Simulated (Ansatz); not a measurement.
**Mo: frozen-core PAW against all-electron methods**

```
CELL_PARAMETERS angstrom
-0.02015 2.00493 2.00493
2.00493 -0.02015 2.00493
2.00493 2.00493 -0.02015
ATOMIC_POSITIONS crystal
Mo 0.00000 0.00000 0.00000
```

The conventional cell has a = 2.864 Å, b = 2.864 Å, c = 6.910 Å, α = 90.00°, β = 90.00°, γ = 120.00°. Mo (atom 1) has 12 Mo at 2.84 to 2.86 Å as nearest neighbours.

The geometry is COD entry 1534907, unchecked; take it as a test cell. The listed cell was then made from it by scaling, straining or moving an atom.

All numbers are computed: DFT, PBE, PAW with Ansatz's default frozen-core files, scalar-relativistic (Ansatz 0.2.0); DFT, PBE, all-electron PAW with datasets made for the crystal, scalar-relativistic (Ansatz 0.2.0); DFT, PBE, all-electron LAPW, scalar-relativistic (Ansatz 0.2.0).

For PAW: a Γ-centred 17×17×17 k mesh, Fermi–Dirac smearing of 0.08 eV, cutoff 420 eV, no spin polarisation. The crystal-made all-electron datasets (AE datasets) take a cutoff of 300 eV at this cell. LAPW targets a basis error of 0.5 meV/atom. The Ansatz runs share mesh, smearing and spin set-up. Plane-wave (PAW) pressures include the program's estimate of the Pulay term.

Stress and pressure are positive in compression.

The change that made this cell: equal xy, yz and zx engineering shear strains of -1 %.

```csv
quantity,PAW,AE datasets,LAPW
pressure (GPa),-4.55,-4.52,-4.52
stress yz (GPa),-0.48,-0.49,-0.49
stress xz (GPa),-0.48,-0.49,-0.49
stress xy (GPa),-0.48,-0.49,-0.49
```

PAW's pressure differs from the LAPW value by -0.02 GPa.
